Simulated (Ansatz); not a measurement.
## The bulk modulus of PbS, sorted by core time

**What was measured.** The bulk modulus of PbS (Galena) (Fm-3m) is reported as 51 GPa (arxiv:cond-mat/0210013). The runs below try to reproduce it.

It takes space group Fm-3m (No. 225, cubic). The conventional cell has a = 5.931 Å, b = 5.931 Å, c = 5.931 Å, α = 90.00°, β = 90.00°, γ = 90.00°. Pb (site symmetry m-3m) is surrounded by 6 S at 2.97 Å. S (site symmetry m-3m) has 6 Pb at 2.97 Å as nearest neighbours.

```tsv
rung	level	program and potentials	cutoff (eV)	k mesh	smearing	spin	core time	chip	bulk modulus (GPa)	miss	notes
GGA + dispersion	revPBE+D3(BJ)	Ansatz, Ansatz PAW	420	8 × 8 × 8	fermi-dirac 0.05	off	8 s	INTEL XEON PLATINUM 8581C Emerald Rapids	56.4	+10.6 %	potentials made for PBE, which Ansatz adapts in part
GGA	PBE	Ansatz, Ansatz PAW large core	420	8 × 8 × 8	fermi-dirac 0.05	off	11 s	Arm Neoverse V1	53.0	+3.9 %	-
LDA	LDA	Ansatz, PseudoDojo LDA	762	8 × 8 × 8	fermi-dirac 0.05	off	18 s	Arm Neoverse V1	63.8	+25.1 %	-
GGA	PBE	Ansatz, Ansatz PAW	420	8 × 8 × 8	fermi-dirac 0.05	SOC, no magnetisation	34 s	INTEL XEON PLATINUM 8581C Emerald Rapids	50.5	-1.0 %	-
LDA	LDA	Ansatz, JTH PAW LDA	1800	8 × 8 × 8	fermi-dirac 0.05	off	41 s	INTEL XEON PLATINUM 8581C Emerald Rapids	63.6	+24.7 %	-
GGA	PBE	Ansatz, PseudoDojo stringent	1197	8 × 8 × 8	fermi-dirac 0.05	off	47 s	Arm Neoverse V1	53.0	+3.9 %	-
hybrid	PBE0	Ansatz, Ansatz PAW	420	4 × 4 × 4	fermi-dirac 0.05	off	90 s	Arm Neoverse V2	58.0	+13.7 %	coarse mesh; potentials made for PBE, which Ansatz adapts in part
hybrid	HISS	Ansatz, Ansatz PAW	420	4 × 4 × 4	fermi-dirac 0.05	off	2.1 min	Arm Neoverse V2	61.3	+20.2 %	coarse mesh; potentials made for PBE, which Ansatz adapts in part
```

Times are single runs on shared hosts and different chips, so they are rough; meshes, cutoffs and the tasks' sizes weigh on the time. Task: equation of state. Smearing widths are in eV. The cell comes from a database and isn't always the measured one. Meshes differ between rows, which moves values too. Meshes are those of the run's cell of 2 atoms unless a note names another. Misses use the values as printed. Runs on faulty files, with rough fits or with known faults for this quantity aren't shown.

By rung: LDA 63.6 to 63.8; GGA + dispersion 56.4; GGA 50.5 to 53.0; hybrid on coarse meshes 58.0 to 61.3 (GPa). Measured: 51 GPa (arxiv:cond-mat/0210013). Closest, coarse meshes and atomic bases left aside, is PBE with Ansatz, Ansatz PAW (-1.0 %), and PBE misses by +3.9 % on plain settings. The runs are for a static lattice, while measurements hold temperature and zero-point motion.
